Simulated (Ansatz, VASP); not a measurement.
Given: the input of a run of VASP 6.6.1 on TiC.

The input INCAR:

```
SYSTEM = TiC
ALGO = Normal
EDIFF = 1E-6
ENCUT = 520
GGA = PS
ISIF = 2
ISMEAR = -1
LASPH = .True.
LCHARG = .False.
LREAL = .False.
LWAVE = .False.
NBANDS = 15
NELM = 60
PREC = Accurate
SIGMA = 0.05
```

File KPOINTS:

```
k-points
0
Gamma
  11 11 11
  0 0 0
```

File POSCAR:

```
TiC
1.0
    0.0000000000      2.1657188437      2.1657188437
    2.1657188437      0.0000000000      2.1657188437
    2.1657188437      2.1657188437      0.0000000000
Ti C
1 1
Direct
   -0.0179180000      0.0215340000     -0.0071780000
    0.4843900000      0.5074340000      0.5141740000
```

Potentials or basis: VASP PAW PBE potentials, release 64 (Ti_sv, C).

The run is started by

```console
$ cat potpaw_PBE.64/Ti_sv/POTCAR potpaw_PBE.64/C/POTCAR > POTCAR
$ mpirun -np 1 vasp_std > vasp.out
```

**Question.** Set up the same calculation for Ansatz 0.2.0. Potentials there: all-electron LAPW, scalar-relativistic.

**Answer.** As run (the cutoff follows the program's own potentials):

The input input.yaml:

```yaml
crystal:
  lattice:
    - [0.0, 2.1657188437, 2.1657188437]
    - [2.1657188437, 0.0, 2.1657188437]
    - [2.1657188437, 2.1657188437, 0.0]
  atoms:
    - { symbol: Ti, position: [-0.017918, 0.021534, -0.007178] }
    - { symbol: C, position: [0.48439, 0.507434, 0.514174] }
kpoints:
  mp_grid: { grid: [11, 11, 11] }
scf:
  occupations: { method: fermi_dirac, width: 0.05 }
hamiltonian:
  xc: pbesol
  pseudopotentials: { kind: all_electron, lapw: { basis_error: 0.001 } }
output:
  forces: true
  stress: true
  eigenvalues: true
  populations: true
```

Potentials or basis: all-electron LAPW, scalar-relativistic.

The run is started by

```console
$ ansatz run input.yaml --threads 1 --pin off --max-ram 3072MiB --backend cpu --events-out ev --progress --plain --runs-dir out
```

Both were run:

|  | VASP | Ansatz | Ansatz less VASP |
| --- | --- | --- | --- |
| gap on the k mesh at the Fermi level (eV) | none | none | - |
| pressure (GPa) | -6.1 | -6.3 | -0.27 |
| largest component of the traceless stress (GPa) | 0.41 | 0.41 | -0.001 |
| rms of the force components (eV/Å) | 0.318 | 0.318 | -0.0004 |

Atom by atom the forces differ by 0.000 eV/Å (rms over components). A gap of «none» marks a metal or a gap that the smearing closes. Ansatz ran all-electron here, so the differences hold the error of VASP's frozen core and of both bases.

Caveats: the PAW data sets were made with another functional, which shifts forces and pressure a little (VASP).
